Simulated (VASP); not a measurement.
# SrTiO3 (Tausonite) (Pm-3m) in VASP: settings compared, part 3 of 3

VASP 6.6.1. Earlier steps stand in the parts before.

**4. Band structure, HSE06, spin-orbit coupling, no magnetisation**

POSCAR

```
SrTiO3                                  
1.0
    3.8947475962      0.0000000000      0.0000000000
    0.0000000000      3.8947475962      0.0000000000
    0.0000000000      0.0000000000      3.8947475962
  Sr              Ti              O             
     1     1     3
Direct
     0.5000000000000000    0.5000000000000000    0.5000000000000000
     0.0000000000000000    0.0000000000000000    0.0000000000000000
     0.5000000000000000    0.0000000000000000    0.0000000000000000
     0.0000000000000000    0.5000000000000000    0.0000000000000000
     0.0000000000000000    0.0000000000000000    0.5000000000000000
```

INCAR.step1

```
PREC = Accurate
ENCUT = 520
EDIFF = 1E-5
ISMEAR = 0
SIGMA = 0.03
LREAL = F
LASPH = T
NELM = 80
ALGO = Normal
ISIF = 2
LWAVE = T
LCHARG = F
LNONCOLLINEAR = T
MAGMOM = 0 0 0 0 0 0 0 0 0 0 0 0 0 0 0
LORBIT = 11
LSORBIT = T
GGA_COMPAT = F
LMAXMIX = 4
KPAR = 4
GGA = PE
```

INCAR.step2

```
PREC = Accurate
ENCUT = 520
EDIFF = 1E-6
ISMEAR = 0
SIGMA = 0.03
LREAL = F
LASPH = T
NELM = 80
ALGO = Normal
ISIF = 2
LWAVE = F
LCHARG = F
LNONCOLLINEAR = T
MAGMOM = 0 0 0 0 0 0 0 0 0 0 0 0 0 0 0
LORBIT = 11
LSORBIT = T
GGA_COMPAT = F
LMAXMIX = 4
GGA = PE
LHFCALC = T
HFSCREEN = 0.2
PRECFOCK = Fast
KPAR = 4
ISTART = 1
```

KPOINTS

```
regular mesh
0
Gamma
  4 4 4
```

KPOINTS_OPT

```
explicit points
4
Reciprocal
 0.0000000000  0.0000000000  0.0000000000 1
 0.5000000000  0.5000000000  0.0000000000 1
 0.5000000000  0.5000000000  0.5000000000 1
 0.0000000000  0.5000000000  0.0000000000 1
```

Potentials or basis: VASP PAW PBE potentials, release 64 (Sr_sv, Ti_sv, O).

Started as:

```sh
$ cat potpaw_PBE.64/Sr_sv/POTCAR potpaw_PBE.64/Ti_sv/POTCAR potpaw_PBE.64/O/POTCAR > POTCAR
$ cp INCAR.step1 INCAR
$ mpirun -np 4 vasp_ncl > vasp.out
$ cp INCAR.step2 INCAR
$ mpirun -np 4 vasp_ncl > vasp.out
```

OUTCAR:

```text
PREC = Accurate
   ENCUT = 520
   EDIFF = 1E-6
   ISMEAR = 0
   LREAL = F
   LASPH = T
   NELM = 80
   ISIF = 2
   LNONCOLLINEAR = T
   LORBIT = 11
   LSORBIT = T
   GGA = PE
   LHFCALC = T
   HFSCREEN = 0.2
   PRECFOCK = Fast
   ISTART = 1

 ion  position               nearest neighbor table
   1  0.500  0.500  0.500-   3 2.75   4 2.75   5 2.75   3 2.75   4 2.75   3 2.75   5 2.75   3 2.75
                             4 2.75   5 2.75   4 2.75   5 2.75   2 3.37   2 3.37   2 3.37   2 3.37
   2  0.000  0.000  0.000-   3 1.95   4 1.95   5 1.95   5 1.95   4 1.95   3 1.95   1 3.37   1 3.37
                             1 3.37   1 3.37   1 3.37   1 3.37   1 3.37   1 3.37
   3  0.500  0.000  0.000-   2 1.95   2 1.95   1 2.75   1 2.75   1 2.75   1 2.75
   4  0.000  0.500  0.000-   2 1.95   2 1.95   1 2.75   1 2.75   1 2.75   1 2.75
[... 857 lines left out ...]
     0.0000000     0.0000000     0.0000000     0.0000000     0.0000000     0.0000000     0.0000000

 total charge

# of ion       s       p       d       tot
------------------------------------------
    1        1.997   5.864   0.178   8.039
    2        2.236   6.345   1.624  10.205
    3        1.567   3.537   0.000   5.104
    4        1.567   3.537   0.000   5.104
    5        1.567   3.537   0.000   5.104
--------------------------------------------------
tot          8.934  22.819   1.802  33.555

 magnetization (x)

# of ion       s       p       d       tot
------------------------------------------
    1       -0.000  -0.000  -0.000  -0.000
    2       -0.000   0.000   0.000   0.000
    3       -0.000   0.000   0.000   0.000
    4        0.000   0.000   0.000   0.000
    5       -0.000  -0.000   0.000  -0.000
--------------------------------------------------
tot         -0.000   0.000   0.000   0.000

 magnetization (y)

# of ion       s       p       d       tot
------------------------------------------
    1       -0.000  -0.000   0.000  -0.000
    2        0.000   0.000   0.000   0.000
    3        0.000  -0.000   0.000  -0.000
    4        0.000   0.000   0.000   0.000
    5        0.000   0.000   0.000   0.000
--------------------------------------------------
tot          0.000   0.000   0.000   0.000

 magnetization (z)

# of ion       s       p       d       tot
------------------------------------------
    1        0.000  -0.000   0.000   0.000
    2        0.000   0.000   0.000   0.000
    3        0.000  -0.000   0.000  -0.000
    4       -0.000   0.000   0.000   0.000
    5       -0.000   0.000   0.000   0.000
--------------------------------------------------
tot         -0.000   0.000   0.000   0.000
```

Wall time 20 min (4 MPI ranks of Intel Xeon 6975P-C (Granite Rapids), shared host); peak memory 0.47 GiB.

What came out:

| Item | Value |
| --- | --- |
| Free energy | -48.8004 eV |
| Pressure | 0.6 GPa |
| Valence electrons inside the program's atomic spheres | Sr 8.04; Ti 10.21; O 5.10 |

Caveat: the k mesh is coarse (spacing up to 0.40 Å⁻¹), so the values aren't converged, least of all with exact exchange; the PAW data sets were made with another functional, which shifts forces and pressure a little.

**5. Elastic constants, PBE**

This run uses another cell than the first one, of 12.23 Å³/atom, 1.035 times its volume.

POSCAR

```
SrTiO3
1.0
    3.9402048290      0.0000000000      0.0000000000
    0.0000000000      3.9402048290      0.0000000000
    0.0000000000      0.0000000000      3.9402048290
  Sr              Ti              O
     1     1     3
Direct
     0.5000000000000000    0.5000000000000000    0.5000000000000000
     0.0000000000000000    0.0000000000000000    0.0000000000000000
     0.5000000000000000    0.0000000000000000    0.0000000000000000
     0.0000000000000000    0.5000000000000000    0.0000000000000000
     0.0000000000000000    0.0000000000000000    0.5000000000000000
```

INCAR.step1

```
PREC = Accurate ; ENCUT = 600
EDIFF = 1E-8 ; ISMEAR = 0
SIGMA = 0.03 ; LREAL = False
LASPH = True ; NELM = 80
ALGO = Normal ; ISIF = 3
LWAVE = False ; LCHARG = False
GGA = PE ; KPAR = 2
IBRION = 2 ; NSW = 40
EDIFFG = -0.002
```

INCAR.step2

```
PREC = Accurate ; ENCUT = 600
EDIFF = 1E-8 ; ISMEAR = 0
SIGMA = 0.03 ; LREAL = False
LASPH = True ; NELM = 80
ALGO = Normal ; ISIF = 3
LWAVE = False ; LCHARG = False
GGA = PE ; KPAR = 2
IBRION = 6 ; NFREE = 2
POTIM = 0.015 ; NSW = 1
```

KPOINTS

```
regular mesh
0
Gamma
  8 8 8
```

Started as:

```sh
$ cat potpaw_PBE.64/Sr_sv/POTCAR potpaw_PBE.64/Ti_sv/POTCAR potpaw_PBE.64/O/POTCAR > POTCAR
$ cp INCAR.step1 INCAR
$ mpirun -np 2 vasp_std > vasp.out
$ cp CONTCAR POSCAR
$ cp INCAR.step2 INCAR
$ mpirun -np 2 vasp_std > vasp.out
```

Wall time 8.8 min (2 MPI ranks of Intel Xeon 6975P-C (Granite Rapids), shared host); peak memory 0.57 GiB.

It converged, with:

* Elastic constants C11, C12, C44: 313, 97, 109 GPa
* Voigt bulk modulus: 169 GPa
* Highest phonon frequency at Γ, LO-TO splitting left out: 510 cm⁻¹
* Most unstable mode: 129i cm⁻¹

Phonon frequencies in cm⁻¹ (negative: imaginary):
```
              q point                                               frequencies
(0.000, 0.000, 0.000)  -129 -129 -129 0 0 0 146 146 146 233 233 233 510 510 510
```

Elastic tensor in Voigt notation (GPa, in the Cartesian axes of the cell as first typed):
```
313  97  97   0   0   0
 97 313  97   0   0   0
 97  97 313   0   0   0
  0   0   0 109   0   0
  0   0   0   0 109   0
  0   0   0   0   0 109
```

Clamped-ion elastic tensor (GPa):
```
313  97  97   0   0   0
 97 313  97   0   0   0
 97  97 313   0   0   0
  0   0   0 109   0   0
  0   0   0   0 109   0
  0   0   0   0   0 109
```

Caveat: some modes are imaginary.

**6. Elastic constants, r2SCAN**

This run uses another cell than the first one, of 11.98 Å³/atom, 1.014 times its volume.

POSCAR, as its differences from that of step 5:

```diff
@@ -2,5 +2,5 @@
 1.0
-    3.9402048290      0.0000000000      0.0000000000
-    0.0000000000      3.9402048290      0.0000000000
-    0.0000000000      0.0000000000      3.9402048290
+    3.9121963111      0.0000000000      0.0000000000
+    0.0000000000      3.9121963111      0.0000000000
+    0.0000000000      0.0000000000      3.9121963111
   Sr              Ti              O
```

INCAR.step1

```
PREC = Accurate
ENCUT = 600
EDIFF = 1E-8
ISMEAR = 0
SIGMA = 0.03
LREAL = F
LASPH = T
NELM = 80
ALGO = Normal
ISIF = 3
LWAVE = F
LCHARG = F
METAGGA = R2SCAN
LMIXTAU = T
KPAR = 2
IBRION = 2
NSW = 40
EDIFFG = -0.002
```

INCAR.step2

```
PREC = Accurate
ENCUT = 600
EDIFF = 1E-8
ISMEAR = 0
SIGMA = 0.03
LREAL = F
LASPH = T
NELM = 80
ALGO = Normal
ISIF = 3
LWAVE = F
LCHARG = F
METAGGA = R2SCAN
LMIXTAU = T
KPAR = 2
IBRION = 6
NFREE = 2
POTIM = 0.015
NSW = 1
```

KPOINTS is that of step 5.

Potentials or basis: VASP PAW PBE potentials, release 64 (Sr_sv, Ti_sv, O).

Started as:

```sh
$ cat potpaw_PBE.64/Sr_sv/POTCAR potpaw_PBE.64/Ti_sv/POTCAR potpaw_PBE.64/O/POTCAR > POTCAR
$ cp INCAR.step1 INCAR
$ mpirun -np 2 vasp_std > vasp.out
$ cp CONTCAR POSCAR
$ cp INCAR.step2 INCAR
$ mpirun -np 2 vasp_std > vasp.out
```

Wall time 49 min (2 MPI ranks of Intel Xeon Platinum 8488C (Sapphire Rapids), shared host); peak memory 0.56 GiB.

Results (log left out):

* Elastic constants C11, C12, C44: 352, 107, 122 GPa
* Voigt bulk modulus: 188 GPa
* Highest phonon frequency at Γ, LO-TO splitting left out: 540 cm⁻¹

Phonon frequencies in cm⁻¹ (negative: imaginary):
```
              q point                                            frequencies
(0.000, 0.000, 0.000)  -5 -5 -5 35 35 35 167 167 167 249 249 249 540 540 540
```

Elastic tensor in Voigt notation (GPa, in the Cartesian axes of the cell as first typed):
```
352 107 107   0   0   0
107 352 107   0   0   0
107 107 352   0   0   0
  0   0   0 122   0   0
  0   0   0   0 122   0
  0   0   0   0   0 122
```

Clamped-ion elastic tensor (GPa):
```
352 107 107   0   0   0
107 352 107   0   0   0
107 107 352   0   0   0
  0   0   0 122   0   0
  0   0   0   0 122   0
  0   0   0   0   0 122
```

Caveat: the PAW data sets were made with another functional, which shifts forces and pressure a little.

**7. Overview**

```tsv
task	level	spin	cell	k mesh	cutoff (eV)	monkhorst-Pack mesh	grid for exact exchange (PRECFOCK)	screening parameter	ions in elastic constants	mesh quality	pressure (GPa)
dielectric tensor	PBE	off	Pm-3m, 11.82 Å³/atom	10 × 10 × 10	520	yes	-	-	-	not flagged	-
optical spectrum	PBE	off	Pm-3m, 11.82 Å³/atom	8 × 8 × 8	520	-	-	-	-	not flagged	6.5
band structure	HSE06	SOC, no magnetisation	Pm-3m, 11.82 Å³/atom	4 × 4 × 4	520	-	Fast	0.2 1/A	-	coarse	0.6
elastic constants	PBE	off	Pm-3m, 12.23 Å³/atom	8 × 8 × 8	600	-	-	-	relaxed	not flagged	-
elastic constants	r2SCAN	off	Pm-3m, 11.98 Å³/atom	8 × 8 × 8	600	-	-	-	relaxed	not flagged	-
```

Alike in all rows: potentials or basis VASP PAW PBE potentials, release 64 (Sr_sv, Ti_sv, O); smearing gaussian 0.03 eV.

Caveats: some runs use coarse meshes; the PAW data sets were made with another functional, which shifts forces and pressure a little (some runs); spectra need much finer meshes, so this one isn't converged (some runs); independent-particle spectra lack excitons (some runs); some modes are imaginary (some runs).

Total energies depend on the potentials used, so only differences within one code and one set of settings carry meaning.
